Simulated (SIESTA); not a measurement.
MnS:

```
Mn S
1.0
     0.00000    2.60450    2.60450
     2.60450    0.00000    2.60450
     2.60450    2.60450    0.00000
Mn S
1 1
Direct
  0.00000 0.00000 0.00000
  0.50000 0.50000 0.50000
```

```yaml
Program: SIESTA 5.4.2
Task: single point
Functional: PBE
Potentials_or_basis: PseudoDojo 0.4 standard (PBE files)
Basis: DZP (energy shift 0.003 Ry; two zetas on semicore shells)
Grid_cutoff: 800 Ry
Energy_shift: 0.003 Ry
k_mesh: 9 × 9 × 9
Occupations: fermi-dirac, width 0.05 eV
Spin: collinear spin, ferromagnetic start
Starting_moments: "[4.0, 0.0] μB"
```

On this cell: pressure -1.4 GPa; largest force zero by symmetry; net moment 4.79 μB per cell; site moments Mn +4.64; S +0.15 μB; band gap on the k mesh none (metal or under the smearing width).

The same run follows on a disturbed copy (atoms moved at random, drawn with an rms of 0.05 Å):

```
Mn S
1.0
     0.00000    2.60450    2.60450
     2.60450    0.00000    2.60450
     2.60450    2.60450    0.00000
Mn S
1 1
Direct
  0.00369 0.00203 0.98863
  0.50638 0.51126 0.48776
```

Task: What does the disturbed cell give?

Result: The energy (extrapolated to zero smearing) moves by +0.9 meV/atom; pressure -1.4 GPa; largest force 0.096 eV/Å; net moment 4.79 μB per cell; site moments Mn +4.64; S +0.15 μB; band gap on the k mesh none (metal or under the smearing width).

Forces in eV/Å, atoms in the order of the input:
```
Mn   0.054  0.011  0.079
S   -0.054 -0.012 -0.079
```

Stress tensor (GPa, compression positive):
```
-1.37  0.00  0.00
 0.00 -1.45  0.00
 0.00  0.00 -1.31
```

Caveats: short orbitals over semicore shells can move pressures by several GPa; the basis of atomic orbitals isn't converged, which shifts pressures, moduli and gaps; a cell with one magnetic atom can't hold antiferromagnetic order, which such compounds often take; semilocal functionals often make such compounds metallic where correlation or magnetic order opens a gap, which also shifts bond lengths.
